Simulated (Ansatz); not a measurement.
An element in the diamond structure gives these cold pressures by all-electron LAPW under PBE (Ansatz 0.2.0, scalar-relativistic, no spin polarisation).

```tsv
V (Å³/atom)	P (GPa)
56.45	-0.01
51.93	0.14
47.42	0.25
42.90	0.47
38.39	1.40
33.87	4.17
29.35	11.44
25.40	25.8
```

Question: Which element is it?

Answer: Hg. Its zero-pressure volume in this structure is near 56.5 Å³/atom; the volume and the steepness of P(V) together point to it, though neighbours can come close. Neighbours weren't tried against these numbers.
